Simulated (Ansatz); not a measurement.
## NaH: what symmetry allows forces and stress to be

```
CELL_PARAMETERS angstrom
2.83816 -0.03540 0.00000
-0.03540 2.91018 0.00000
0.00000 0.00000 2.80486
ATOMIC_POSITIONS crystal
Na 0.00000 0.00000 0.05076
H 0.50000 0.50000 0.44924
```

The calculation used DFT PBE, scalar-relativistic, plane waves, PAW in Ansatz 0.2.0.

Settings: cutoff 420 eV, Γ-centred mesh 10×10×10 on the computed 2-atom cell, Gaussian smearing of 0.02 eV; no spin polarisation.

This distorted cell has space group P2, with 2 operations.

Without a calculation: in which directions can each atom feel a force?

A force must be left unchanged by every operation that keeps its atom in place, so it lies in the space that those operations leave fixed. Atoms that the group maps onto each other feel forces of one size.
| atom | site symmetry | operations at the site | equivalent to atom | allowed force (Cartesian) |
| --- | --- | --- | --- | --- |
| Na1 | 2 | 2 | 1 | along (0.00, 0.00, 1.00) |
| H2 | 2 | 2 | 2 | along (0.00, 0.00, 1.00) |

That leaves 2 independent force components of 6, tied by 1 condition that the forces sum to zero, so 1 remains. A relaxation in this cell that keeps the symmetry moves the atoms in these directions alone.

And the stress tensor?

It must be invariant under the point group, which leaves 4 independent components: yz, xz vanish.

Do the computed values obey this?

Yes. Forces (eV/Å):
```
Na1  0.000  0.000 -0.225
H2   0.000  0.000  0.225
```

Stress (GPa, compression positive, xx yy zz yz xz xy): 5.04 1.81 6.37 0.00 0.00 0.07. The program imposes the same operations on density, forces and stress, so this confirms the analysis and is no independent test of the calculation.

This CsCl-type form isn't the usual stable structure of the compound.